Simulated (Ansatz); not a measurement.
**Ta2Si: how settings move the results**

Aim, for Ta2Si: test the k-point mesh.

Computed with Ansatz 0.2.0 (DFT r2SCAN, scalar-relativistic, plane waves, PAW, unless a step's input says otherwise).

3 further runs of the same task are left out: 3 for a known fault of the program.

## (1) The system as given

It takes space group I4/mcm (No. 140, tetragonal). Conventional cell: a = 6.176 Å, b = 6.176 Å, c = 5.047 Å, α = 90.00°, β = 90.00°, γ = 90.00°. Ta (site symmetry m2m) has 4 Si at 2.63 Å and 3 Ta at 2.86 to 2.94 Å as nearest neighbours. Si (site symmetry 422) has 2 Si at 2.52 Å and 8 Ta at 2.63 Å as nearest neighbours.

Structure file:

```xyz
6
Lattice="-3.0878 3.0878 2.5236 3.0878 -3.0878 2.5236 3.0878 3.0878 -2.5236" Properties=species:S:1:pos:R:3 pbc="T T T"
Ta    2.0775    1.0103    2.5236
Ta   -1.0103    2.0775    2.5236
Ta    1.0103    2.0775    0.0000
Ta    4.0980    1.0103    0.0000
Si    0.0000    0.0000    1.2618
Si    0.0000    0.0000    3.7855
```

Source of the structure: the Materials Project (structure only). It is taken as it stands there.

## (2) The base run, which the others are set against

input.yaml reads:

```yaml
crystal:
  lattice:
    - [-3.0877629443, 3.0877629443, 2.5236412193]
    - [3.0877629443, -3.0877629443, 2.5236412193]
    - [3.0877629443, 3.0877629443, -2.5236412193]
  atoms:
    - { symbol: Ta, position: [0.66359321, 0.83640679, 0.5] }
    - { symbol: Ta, position: [0.83640679, 0.33640679, 0.17281358] }
    - { symbol: Ta, position: [0.33640679, 0.16359321, 0.5] }
    - { symbol: Ta, position: [0.16359321, 0.66359321, 0.82718642] }
    - { symbol: Si, position: [0.25, 0.25, 0.0] }
    - { symbol: Si, position: [0.75, 0.75, 0.0] }
basis:
  ecutwfc: 500
kpoints:
  mp_grid: { grid: [10, 10, 10] }
hamiltonian:
  xc: r2scan
scf:
  occupations: { method: gaussian, width: 0.1 }
output:
  forces: true
  stress: true
  eigenvalues: true
  populations: true
  write_density: true
  write_potential: true
  elf: true
  volumetric_format: npy
```

Its results, from an earlier run: -6843.1790 eV/atom at zero smearing, pressure -0.46 GPa, largest force 0.000 eV/Å, no gap on the mesh, in 6 SCF cycles and 79 s.

## (3) K-point mesh set to 1×1×1

input.yaml reads:

```yaml
crystal:
  lattice:
    - [-3.0877629443, 3.0877629443, 2.5236412193]
    - [3.0877629443, -3.0877629443, 2.5236412193]
    - [3.0877629443, 3.0877629443, -2.5236412193]
  atoms:
    - { symbol: Ta, position: [0.66359321, 0.83640679, 0.5] }
    - { symbol: Ta, position: [0.83640679, 0.33640679, 0.17281358] }
    - { symbol: Ta, position: [0.33640679, 0.16359321, 0.5] }
    - { symbol: Ta, position: [0.16359321, 0.66359321, 0.82718642] }
    - { symbol: Si, position: [0.25, 0.25, 0.0] }
    - { symbol: Si, position: [0.75, 0.75, 0.0] }
basis:
  ecutwfc: 500
kpoints:
  mp_grid: { grid: [1, 1, 1] }
hamiltonian:
  xc: r2scan
scf:
  occupations: { method: gaussian, width: 0.1 }
output:
  forces: true
  stress: true
  eigenvalues: true
```

Run with:

```bash
$ ansatz run input.yaml --threads 1 --pin off --max-ram 2560MiB --backend cpu --events-out ev --progress --plain --runs-dir out
```

## (4) K-point mesh: 2×2×2

Edit input.yaml of step 3 so:

```diff
@@ -15,3 +15,3 @@
 kpoints:
-  mp_grid: { grid: [1, 1, 1] }
+  mp_grid: { grid: [2, 2, 2] }
 hamiltonian:
```

## (5) K-point mesh: 4×4×4

Edit input.yaml of step 4 so:

```diff
@@ -15,3 +15,3 @@
 kpoints:
-  mp_grid: { grid: [2, 2, 2] }
+  mp_grid: { grid: [4, 4, 4] }
 hamiltonian:
```

## (6) K-point mesh: 6×6×6

Edit input.yaml of step 5 so:

```diff
@@ -15,3 +15,3 @@
 kpoints:
-  mp_grid: { grid: [4, 4, 4] }
+  mp_grid: { grid: [6, 6, 6] }
 hamiltonian:
```

## (7) K-point mesh set to 8×8×8

Edit input.yaml of step 6 so:

```diff
@@ -15,3 +15,3 @@
 kpoints:
-  mp_grid: { grid: [6, 6, 6] }
+  mp_grid: { grid: [8, 8, 8] }
 hamiltonian:
```

## (8) K-point mesh: 12×12×12

Edit input.yaml of step 7 so:

```diff
@@ -15,3 +15,3 @@
 kpoints:
-  mp_grid: { grid: [8, 8, 8] }
+  mp_grid: { grid: [12, 12, 12] }
 hamiltonian:
```

## (9) K-point mesh: 14×14×14

Edit input.yaml of step 8 so:

```diff
@@ -15,3 +15,3 @@
 kpoints:
-  mp_grid: { grid: [12, 12, 12] }
+  mp_grid: { grid: [14, 14, 14] }
 hamiltonian:
```

## (10) K-point mesh: 16×16×16

Edit input.yaml of step 9 so:

```diff
@@ -15,3 +15,3 @@
 kpoints:
-  mp_grid: { grid: [14, 14, 14] }
+  mp_grid: { grid: [16, 16, 16] }
 hamiltonian:
```

(Steps that only read results are left out.)

**Question.** What does this series show?

As calculated:

```
                                               quantity                         value
k-point mesh: within 10 and 1 meV/atom of 16×16×16 from  2×2×2 for 10; 10×10×10 for 1
```

**Reading.** In the sweep of the k-point mesh, 10×10×10 already comes within 1 meV/atom of the reference, and so do all later runs, at about 0.37 of the reference's time. That is measured against the best run here, which may itself be short of the limit. The gaps on the coarsest meshes are artefacts of sampling: the crystal is a metal on the dense ones. The error changes sign along the series, since a k mesh isn't variational, and a metal needs dense meshes to resolve its Fermi surface. Forces stay within 0.01 eV/Å of the reference from 10×10×10 on. Spin-orbit coupling is left out, which matters for the bands of Ta.
